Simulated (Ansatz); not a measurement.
Two G0W0 runs on SiC (Moissanite).

Symmetry: P6_3mc, No. 186, hexagonal system. Conventional cell: a = 3.081 Å, b = 3.081 Å, c = 15.125 Å, α = 90.00°, β = 90.00°, γ = 120.00°. Si has 4 C at 1.88 to 1.90 Å nearest. Nearest to Si lie 4 C at 1.89 Å. C has 4 Si at 1.88 to 1.89 Å nearest. Nearest to C lie 4 Si at 1.89 Å. Nearest to C lie 4 Si at 1.89 to 1.90 Å. Farther neighbours are not listed.

```
Si C
1.0
     3.08100    0.00000    0.00000
    -1.54050    2.66822    0.00000
     0.00000    0.00000   15.12480
Si C
6 6
Direct
  0.00000 0.00000 0.00000
  0.00000 0.00000 0.50000
  0.33333 0.66667 0.16640
  0.66667 0.33333 0.66640
  0.66667 0.33333 0.33290
  0.33333 0.66667 0.83290
  0.33333 0.66667 0.04120
  0.66667 0.33333 0.54120
  0.66667 0.33333 0.20800
  0.33333 0.66667 0.70800
  0.00000 0.00000 0.37460
  0.00000 0.00000 0.87460
```

The cell and positions come from the Crystallography Open Database and are kept as given unless a step says otherwise.

The first (Ansatz 0.2.0; start PBE with 10 % screened exact exchange, 6×6×2 mesh, 518 empty bands, screening to 150 eV, PAW set soft_1 files; 1 × NVIDIA H100 80GB HBM3 (shared by 6 runs) with 3 threads of AMD EPYC 7R13 (Zen 3), shared host) gave, on its mesh: starting gap 2.36 eV, G0W0 gap 3.01 eV, RPA ε∞ (mean) 6.42, 88 s.

The second gave: starting gap 4.25 eV, G0W0 gap 3.74 eV, RPA ε∞ (mean) 4.60, 2.8 min.

Q: What was changed in the input? Choose among start, files, mesh, bands and cutoff, frequency model or another key.

Changed: start from PBE with 10 % screened exact exchange to PBE with 60 % screened exact exchange. A jump of this size in the start, with ε∞ moving the other way, marks another functional. Other changes could give like numbers; this is the one that was made.

Limits: not at the basis limit.

[Paths, hosts, dates, memory and timing lines, banners, echoed tables and standing remarks are left out of the program output.]

[Logs are printed without paths, hosts, clocks, repeated set-up lines and the standing remarks that a program may print on its own settings, such as how far it seeks lower states.]

[Runs of the session that timed out or met a known fault of the program may be left out.]

[Cells called generated may have been cut or substituted from an entry of the Crystallography Open Database or the Materials Project.]

[Hosts, paths, dates, database ids (printed as entryN), source tags and the programs' standing remarks are cut or masked in the printed files.]
